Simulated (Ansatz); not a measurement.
# Relaxation path: Ca (A7 type)

DFT, PBE, PAW with Ansatz's default frozen-core files, scalar-relativistic (Ansatz 0.2.0); a Γ-centred 13×13×13 k mesh, Fermi–Dirac smearing of 0.1 eV, no spin polarisation. The run relaxes cell and atoms at a target pressure of 51 GPa.

Command: `ansatz run input.yaml --threads 1 --pin off --max-ram 3584MiB --backend cpu --events-out ev --progress --plain --runs-dir out` It took 57 s on 1 thread of Intel(R) Xeon(R) Platinum 8259CL CPU @ 2.50GHz (Skylake/Cascade Lake) (shared host), peak memory 0.48 GiB.

```yaml
crystal:
  lattice:
    - [1.807126851, -1.0433451739, 3.1925907701]
    - [0.0, 2.0866903478, 3.1925907701]
    - [-1.807126851, -1.0433451739, 3.1925907701]
  atoms:
    - { symbol: Ca, position: [0.232, 0.232, 0.232] }
    - { symbol: Ca, position: [-0.232, -0.232, -0.232] }
kpoints:
  mp_grid: { grid: [13, 13, 13] }
scf:
  occupations: { method: fermi_dirac, width: 0.1 }
hamiltonian:
  xc: pbe
  pseudopotentials: { kind: paw }
output:
  forces: true
  stress: true
  eigenvalues: true
relax:
  f_tol: 0.005
  max_steps: 40
  cell: { p_target: 51.0, stress_tol: 0.03 }
```

Each step lists its enthalpy F + pV a cell above the last geometry, the pressure, the cell vectors (Å), and Cartesian positions (Å) with forces (eV/Å).

The first step:

```
step 1  dH = 218.17 meV  P = 40.3 GPa
  cell 1.8071 -1.0433 3.1926  0.0000 2.0867 3.1926  -1.8071 -1.0433 3.1926
  Ca 0.0000 0.0000 2.2220   0.0000 0.0000 0.9975
  Ca 0.0000 0.0000 -2.2220   0.0000 0.0000 -0.9975
```

The symmetry of the start is kept and no stability test is made, so the end need not be the stable phase.

Problem. Where does the relaxation end, and by which steps?

Solution. After 7 geometries, with conventional a, b, c = 2.556, 2.556, 2.556 Å, at 16.708 Å³/atom (-7.48 % against the start) in space group Pm-3m, with a shortest distance of 2.556 Å. The further steps:
```
step 2  dH = 34.03 meV  P = 55.4 GPa
  cell 1.7542 -1.0128 3.0370  0.0000 2.0255 3.0370  -1.7542 -1.0128 3.0370
  Ca 0.0000 0.0000 2.1914   0.0000 0.0000 0.2223
  Ca 0.0000 0.0000 -2.1914   0.0000 0.0000 -0.2223
step 3  dH = 14.57 meV  P = 52.3 GPa
  cell 1.7844 -1.0302 2.9960  0.0000 2.0604 2.9960  -1.7844 -1.0302 2.9960
  Ca 0.0000 0.0000 2.1624   0.0000 0.0000 0.2002
  Ca 0.0000 0.0000 -2.1624   0.0000 0.0000 -0.2002
step 4  dH = 7.19 meV  P = 51.3 GPa
  cell 1.8045 -1.0418 2.9518  0.0000 2.0837 2.9518  -1.8045 -1.0418 2.9518
  Ca 0.0000 0.0000 2.1413   0.0000 0.0000 0.1353
  Ca 0.0000 0.0000 -2.1413   0.0000 0.0000 -0.1353
step 5  dH = 0.13 meV  P = 51.1 GPa
  cell 1.8097 -1.0449 2.9436  0.0000 2.0897 2.9436  -1.8097 -1.0449 2.9436
  Ca 0.0000 0.0000 2.1965   0.0000 0.0000 0.0095
  Ca 0.0000 0.0000 -2.1965   0.0000 0.0000 -0.0095
step 6  dH = 0.01 meV  P = 51.0 GPa
  cell 1.8087 -1.0443 2.9484  0.0000 2.0885 2.9484  -1.8087 -1.0443 2.9484
  Ca 0.0000 0.0000 2.2091   0.0000 0.0000 0.0018
  Ca 0.0000 0.0000 -2.2091   0.0000 0.0000 -0.0018
step 7  dH = 0.00 meV  P = 51.0 GPa
  cell 1.8078 -1.0437 2.9517  0.0000 2.0874 2.9517  -1.8078 -1.0437 2.9517
  Ca 0.0000 0.0000 2.2138   0.0000 0.0000 0.0000
  Ca 0.0000 0.0000 -2.2138   0.0000 0.0000 0.0000
step 8  dH = 0.13 meV  P = 51.0 GPa  (same geometry on a basis chosen anew; earlier energies don't compare to the last digit)
  cell 1.8078 -1.0437 2.9517  0.0000 2.0874 2.9517  -1.8078 -1.0437 2.9517
  Ca 0.0000 0.0000 2.2138   0.0000 0.0000 0.0000
  Ca 0.0000 0.0000 -2.2138   0.0000 0.0000 0.0000
```
